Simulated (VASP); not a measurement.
# NaCl: dielectric tensor with LDA

**What was measured.**

From a printed reference work, textbook, for a bulk crystal of NaCl at 80 K: high-frequency dielectric constant 2.34.

The system is NaCl.

```xyz
2
Lattice="0.0000 2.6954 2.6954 2.6954 0.0000 2.6954 2.6954 2.6954 0.0000" Properties=species:S:1:pos:R:3 pbc="T T T"
Na    0.0000    0.0000    0.0000
Cl    2.6954    2.6954    2.6954
```

```
Program                : VASP 6.6.1
Task                   : dielectric tensor
Functional             : LDA
Potentials or basis    : VASP PAW LDA potentials, release 64 (Na_pv, Cl)
Cutoff                 : 600 eV
k mesh                 : 14 × 14 × 14
Occupations            : gaussian, width 0.03 eV
Spin                   : no spin polarisation
Monkhorst-Pack mesh    : yes
Further INCAR settings : ALGO = Fast; EDIFF = 1e-08
```

```yaml
Electronic_dielectric_tensor_diagonal: 2.70
Born_charges_mean_of_the_diagonal: Na +1.06; Cl -1.06 e
```

Levels at points of the mesh, in eV from the valence-band top:
```csv
k point,band 3,band 4,band 5,band 6,band 7,band 8,band 9,band 10,band 11
"(0.04, 0.04, 0.04)",-20.57,-12.93,-0.04,0.00,0.00,5.32,10.90,10.98,10.98
```

Electronic dielectric tensor:
```
2.70 0.00 0.00
0.00 2.70 0.00
0.00 0.00 2.70
```

Born effective charge tensors (e):
atom 1, Na
```
1.06 0.00 0.00
0.00 1.06 0.00
0.00 0.00 1.06
```
atom 2, Cl
```
-1.06  0.00  0.00
 0.00 -1.06  0.00
 0.00  0.00 -1.06
```

Run time: 15 min on 1 thread of Intel(R) Xeon(R) 6975P-C (Granite Rapids), with other jobs on the host, peak memory 0.9 GiB.

Against the measured high-frequency dielectric constant of NaCl, 2.34 (80 K; a printed reference work, textbook), the calculated 2.70 is off by +15.5 %.
